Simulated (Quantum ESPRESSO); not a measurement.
**NbP in Quantum ESPRESSO: the effect of target pressure**

The system is NbP.

```
Nb P
1.0
    -1.67492    1.67492    5.74011
     1.67492   -1.67492    5.74011
     1.67492    1.67492   -5.74011
Nb P
2 2
Direct
  0.24988 0.74988 0.50000
  0.49988 0.49988 0.00000
  0.83275 0.33275 0.50000
  0.08275 0.08275 0.00000
```

The cell is a database's computed one.

Alike in all runs:

```yaml
Program: Quantum ESPRESSO 7.5
Task: relaxation of cell and atoms
Functional: PBEsol
Potentials_or_basis: GBRV 1.5 PBEsol
Cutoff: 707 eV
Density_cutoff: 5633 eV
k_mesh: 8 × 8 × 8
Occupations: fermi-dirac, width 0.05 eV
Spin: no spin polarisation
```

Each run relaxes the cell or the atoms first.

```csv
target pressure,relaxed volume (Å³/atom)
0 GPa,15.55
2 GPa,15.39
5 GPa,15.18
10 GPa,14.85
20 GPa,14.29
30 GPa,?
```

Q: What does the run with target pressure 30 GPa give?

A: Relaxed volume 13.82 Å³/atom.

Worked out: In Murnaghan's law V^(-B') rises as a straight line in P. The other rows fit best with B' = 4.0, V0 = 15.55 Å³/atom and B0 = 199 GPa, which gives 13.82 Å³/atom at 30 GPa, against the run's 13.82.
